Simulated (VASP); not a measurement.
A run of VASP 6.6.1 is set up as follows.

INCAR

```
PREC = Accurate
ENCUT = 600
EDIFF = 1E-7
ISMEAR = 0
SIGMA = 0.1
LREAL = False
LASPH = True
NELM = 80
ALGO = Normal
ISIF = 3
LWAVE = False
LCHARG = False
METAGGA = R2SCAN
LMIXTAU = True
IBRION = 2
NSW = 80
EDIFFG = -0.004
```

KPOINTS

```
regular mesh
0
Gamma
  15 15 8
```

POSCAR

```
Mg
1.0
    3.2093000000      0.0000000000      0.0000000000
   -1.6046500000      2.7793353300      0.0000000000
    0.0000000000      0.0000000000      5.2103000000
Mg
2
Direct
    0.3333333300      0.6666666700      0.2500000000
    0.6666666700      0.3333333300      0.7500000000
```

Potentials or basis: VASP PAW PBE potentials, release 64 (Mg).

Run with:

```console
$ cat potpaw_PBE.64/Mg/POTCAR > POTCAR
$ mpirun -np 1 vasp_std > vasp.out
```

Problem. What does it give for the relaxed volume?

Solution. 22.39 Å³/atom.

Problem. What does it give for the space group after relaxing (to 0.05 Å)?

Solution. P6_3/mmc (No. 194).

Problem. What does it give for the band gap on the k mesh?

Solution. None (metal or under the smearing width).

Problem. What does it give for the relaxed cell?

Solution. a = 3.186 Å, b = 3.186 Å, c = 5.093 Å, α = 90.00°, β = 90.00°, γ = 120.00°.

Step by step:
```tsv
step	energy change (eV)	largest force (eV/Å)	pressure (GPa)	volume (Å³)
1	0.0000	0.0000	-1.38	46.47
2	-0.0079	0.0000	-0.31	45.14
3	-0.0084	0.0000	0.04	44.76
4	-0.0084	0.0000	0.07	44.72
5	-0.0087	0.0000	0.04	44.75
6	-0.0088	0.0000	0.01	44.79
7	-0.0088	0.0000	0.01	44.78
```

Caveat: the PAW data sets were made with another functional, which shifts forces and pressure a little.
